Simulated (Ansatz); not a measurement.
**What a trial cell of Sn relaxes into**

Level of theory: DFT PBE, scalar-relativistic, plane waves, PAW in Ansatz. Cutoff 420 eV, Γ-centred k mesh, Gaussian smearing, no spin polarisation in the final step.

Sn was placed on the sites of a reported Ga cell (C2/c, No. 15), at a guessed volume.

```
Sn
1.0
     1.73243   -5.04385    0.00000
     1.73243    5.04385    0.00000
    -0.14713    0.00000    4.17128
Sn
2
Direct
  0.86900 0.13100 0.25000
  0.13100 0.86900 0.75000
```

Cell and atoms relax at zero pressure; the relaxation can't lower the symmetry of the start. After a coarse first stage the cell is made exact in the group found at 0.06 Å.

Energies count from the standard state of Sn at the same level.

Question: Describe the relaxed structure.

Answer: It ends in Cmcm (No. 63). Conventional cell: a = 3.167 Å, b = 11.106 Å, c = 3.240 Å. Sn has 6 Sn at 3.17–3.28 Å and 4 Sn at 3.52 Å.

Space group Cmcm (No. 63). a = 3.167 Å, b = 11.106 Å, c = 3.240 Å, α = 90.00°, β = 90.00°, γ = 90.00°
| atom | site | symmetry | x | y | z |
| --- | --- | --- | --- | --- | --- |
| Sn | 4c | m2m | 0.5000 | 0.6284 | 0.2500 |

Question: What are its volume, energy, density and gap?

Answer: The volume per atom is 28.49 Å³. The density is 6.92 g/cm³ and the energy over the standard structure is 0.09 eV/atom. The gap on the 18×18×16 mesh is 0 eV (a metal).

The final run used a 18×18×16 mesh on its 2-atom cell and 0.10 eV smearing. For metals, differences of a few meV/atom aren't resolved. Symmetry constrained the relaxation, so the result can be a saddle point.